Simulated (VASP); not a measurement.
**Cs2SnI6: band structure with PBEsol**

**The experiment to reproduce.**

“Changes in charge density vs changes in formal oxidation states: The case of Sn halide perovskites and their ordered vacancy analogues”, 2017, arxiv:1705.01565 reports, for a powder of Cs2SnI6: band gap 1.3 eV (optical).

Cs2SnI6:

```xyz
9
Lattice="0.0000 5.8138 5.8138 5.8138 0.0000 5.8138 5.8138 5.8138 0.0000" Properties=species:S:1:pos:R:3 pbc="T T T"
Cs    8.7207    8.7207    8.7207
Cs    2.9069    2.9069    2.9069
I     5.8138    5.8138    8.7747
I     5.8138    5.8138    2.8529
I     5.8138    8.7747    5.8138
I     8.7747    5.8138    5.8138
I     5.8138    2.8529    5.8138
I     2.8529    5.8138    5.8138
Sn    0.0000    0.0000    0.0000
```

```json
{"Program": "VASP 6.6.1", "Task": "band structure", "Functional": "PBEsol", "Potentials or basis": "VASP PAW PBE potentials, release 64 (Cs_sv, I, Sn_d)", "Cutoff": "520 eV", "k mesh": "4 × 4 × 4", "Occupations": "gaussian, width 0.02 eV", "Spin": "no spin polarisation", "Ladder": "gaps", "Further INCAR settings": "ALGO = Normal; EDIFF = 1e-06"}
```

| Property | Result |
| --- | --- |
| Pressure | 0.1 GPa |
| Largest force | 0.130 eV/Å |
| Band gap on the k mesh | 0.09 eV, direct |
| Band gap along the path | 0.09 eV, direct |

Forces in eV/Å, atoms in the order of the input:
```
Cs   0.000  0.000  0.000
Cs   0.000  0.000  0.000
I    0.000  0.000 -0.130
I    0.000  0.000  0.130
I    0.000 -0.130  0.000
I   -0.130  0.000  0.000
I    0.000  0.130  0.000
I    0.130  0.000  0.000
Sn   0.000  0.000  0.000
```

Levels at the corners of the path, in eV from the valence-band top:
```tsv
point	band 33	band 34	band 35	band 36	band 37	band 38	band 39	band 40	band 41	band 42
Γ	-0.48	-0.48	0.00	0.00	0.00	0.09	3.94	3.94	3.94	3.97
X	-1.01	-0.73	-0.73	-0.64	-0.03	1.45	4.48	4.48	4.64	5.70
X	-1.01	-0.73	-0.73	-0.64	-0.03	1.45	4.48	4.48	4.64	5.70
W	-1.00	-0.76	-0.63	-0.40	-0.40	1.45	4.44	4.65	4.65	5.93
W	-1.00	-0.76	-0.63	-0.40	-0.40	1.45	4.44	4.65	4.65	5.94
K	-0.86	-0.72	-0.69	-0.61	-0.18	1.41	4.20	4.67	4.84	5.68
K	-0.86	-0.72	-0.69	-0.61	-0.18	1.41	4.20	4.67	4.84	5.68
Γ	-0.48	-0.48	0.00	0.00	0.00	0.09	3.94	3.94	3.94	3.97
Γ	-0.48	-0.48	0.00	0.00	0.00	0.09	3.94	3.94	3.94	3.97
L	-0.48	-0.48	-0.38	-0.29	-0.29	1.09	3.39	5.09	5.09	5.10
L	-0.48	-0.48	-0.38	-0.29	-0.29	1.09	3.39	5.09	5.10	5.10
U	-0.86	-0.72	-0.69	-0.61	-0.18	1.41	4.20	4.67	4.84	5.68
U	-0.86	-0.72	-0.69	-0.61	-0.18	1.41	4.20	4.67	4.84	5.68
W	-1.00	-0.76	-0.63	-0.40	-0.40	1.45	4.44	4.65	4.65	5.93
W	-1.00	-0.76	-0.63	-0.40	-0.40	1.45	4.44	4.65	4.65	5.94
L	-0.48	-0.48	-0.38	-0.29	-0.29	1.09	3.39	5.09	5.10	5.10
L	-0.48	-0.48	-0.38	-0.29	-0.29	1.09	3.39	5.09	5.10	5.10
K	-0.86	-0.72	-0.69	-0.61	-0.18	1.41	4.20	4.67	4.84	5.68
U	-0.86	-0.72	-0.69	-0.61	-0.18	1.41	4.20	4.67	4.84	5.68
X	-1.01	-0.73	-0.73	-0.64	-0.03	1.45	4.48	4.48	4.64	5.70
```

It took 19 min on 2 MPI ranks on Intel(R) Xeon(R) Platinum 8259CL CPU @ 2.50GHz (Skylake/Cascade Lake), on a shared host, peak memory 0.62 GiB a rank.

A measured gap of Cs2SnI6 is 1.3 eV (optical; powder; “Changes in charge density vs changes in formal oxidation states: The case of Sn halide perovskites and their ordered vacancy analogues”, 2017, arxiv:1705.01565); the calculated 0.09 eV misses it by -1.21 eV. So large a miss can be the level of theory's own, or it may mean another phase, state or a wrong row. Spin-orbit coupling on Cs, I, Sn is left out. The value is that of PBEsol, without temperature or zero-point motion. Semilocal functionals fall short of measured gaps as a rule.

Caveat: the PAW data sets were made with another functional, which shifts forces and pressure a little; spin-orbit coupling is left out, which moves the levels of the heavy elements.
